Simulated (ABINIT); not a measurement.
The system is GaN.

```
Ga N
1.0
     3.21154    0.00000    0.00000
    -1.60577    2.78127    0.00000
     0.00000    0.00000   10.35684
Ga N
4 4
Direct
  0.00000 0.00000 0.78587
  0.66667 0.33333 0.03735
  0.33333 0.66667 0.53735
  0.00000 0.00000 0.28587
  0.00000 0.00000 0.09304
  0.66667 0.33333 0.34375
  0.00000 0.00000 0.59304
  0.33333 0.66667 0.84374
```

The cell is a database's computed one.

* Program: ABINIT 10.8.3 (patched build)
* Task: relaxation of cell and atoms
* Functional: LDA
* Potentials or basis: JTH PAW LDA v2.0
* Cutoff: 707 eV
* k mesh: 5 × 5 × 2
* Occupations: fermi-dirac, width 0.05 eV
* Spin: no spin polarisation

At the start: pressure -11.0 GPa; volume 11.56 Å³/atom.

Problem. How do energy, volume and symmetry change on relaxing?

Solution. Over 11 steps the energy falls by 41.0 meV/atom and the volume is 10.61 Å³/atom (-8.3 %); space group P6_3mc (No. 186, to 0.05 Å).

The path:
```
step  energy change (eV)  largest force (eV/Å)  pressure (GPa)  volume (Å³)
   1              0.0000                0.2299          -11.02        92.51
   2             -0.1873                0.2625           -4.97        89.42
   3             -0.2351                0.4245            0.57        86.99
   4             -0.2416                0.4040            0.35        86.99
   5             -0.2910                0.5326           -2.31        85.38
   6             -0.3175                0.2094           -0.70        85.75
   7             -0.3220                0.1666           -0.53        85.42
   8             -0.3266                0.1161            0.01        84.83
   9             -0.3275                0.0591            0.10        84.78
  10             -0.3278                0.0329            0.05        84.83
  11             -0.3278                0.0227            0.01        84.85
```

Final structure:
```xyz
8
Lattice="3.0960 0.0000 0.0000 -1.5480 2.6812 0.0000 0.0000 0.0000 10.2209" Properties=species:S:1:pos:R:3 pbc="T T T"
Ga    0.0000    0.0000    8.0007
Ga    1.5480    0.8937    0.2874
Ga    0.0000    1.7875    5.3978
Ga    0.0000    0.0000    2.8903
N     0.0000    0.0000    0.9643
N     1.5480    0.8937    3.6259
N     0.0000    0.0000    6.0748
N     0.0000    1.7875    8.7363
```

Caveat: the k mesh is coarse (spacing up to 0.45 Å⁻¹), so the values aren't converged.
